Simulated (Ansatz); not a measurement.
Infrared modes and screening in BaTiO3 (P4mm)

From the experimental literature:
- ε∞: 5.3 (high-frequency dielectric constant from IR ellipsometry; ellipsometry; Tensor component or domain orientation not stated for the tetragonal crystal; temperature and photon energy of evaluation not stated; “Optical probe of ferroelectric order in bulk and thin film perovskite titanates”, 2013, arxiv:1309.1245)

Perturbation theory with PBEsol in the PAW code Ansatz on the PBEsol cell, ground state and force constants on a 6×6×6 mesh. (Simulation; spin polarisation is off.)

The symmetry is P4mm (No. 99, tetragonal); a = 3.955 Å, c = 4.045 Å in the conventional setting, 12.66 Å³ an atom. Around Ba lie 12 O at 2.77–2.88 Å; around Ti lie 6 O at 1.84–2.21 Å; around O lie 2 Ti at 1.84–2.21 Å and 4 Ba at 2.80 Å; around O lie 2 Ti at 1.98 Å and 4 Ba at 2.77–2.88 Å.

```cif
data_structure
_symmetry_space_group_name_H-M 'P4mm'
_symmetry_Int_Tables_number 99
_cell_length_a 3.9553
_cell_length_b 3.9553
_cell_length_c 4.0450
_cell_angle_alpha 90.000
_cell_angle_beta 90.000
_cell_angle_gamma 90.000
_cell_volume 63.28
loop_
_atom_site_label
_atom_site_type_symbol
_atom_site_symmetry_multiplicity
_atom_site_Wyckoff_symbol
_atom_site_fract_x
_atom_site_fract_y
_atom_site_fract_z
_atom_site_occupancy
Ba1 Ba 1 a 0.00000 0.00000 0.99802 1
Ti1 Ti 1 b 0.50000 0.50000 0.48277 1
O1 O 1 b 0.50000 0.50000 0.02790 1
O2 O 2 c 0.50000 0.00000 0.51716 1
```

Optical modes without the longitudinal term (negative means imaginary):
```
ω (cm⁻¹)  degeneracy  IR intensity, summed over the level ((D/Å)²/amu)
    -115           2                                            153.93
     164           1                                              6.20
     171           2                                              3.92
     284           1                                              0.00
     287           2                                              0.55
     313           1                                             39.08
     468           2                                              7.63
     519           1                                             14.34
```

One optical level at Γ is imaginary (115i cm⁻¹, printed negative), so this structure is unstable at this level. Of the real levels 6 are infrared active, the strongest at 313 cm⁻¹.

The clamped-ion dielectric constant comes out as 6.44 along x and y, 5.73 along z. Born charges, averaged over directions: Ba +2.79, Ti +6.59, O -3.24 to -2.91 e.

For comparison, on the r2SCAN cell the mean ε∞ is 5.46 with r2SCAN (ground state on 6×6×6; least gap 2.23 eV), 5.96 with PBE.

Calculation and measurement side by side:
- ε∞, measured 5.3: PBEsol gives 6.44 along x and y, 5.73 along z.
Reports marked as nanostructured, strained, doped, implanted or mixed samples, and transport gaps, were set aside.

The runs are scalar-relativistic, without spin-orbit coupling.
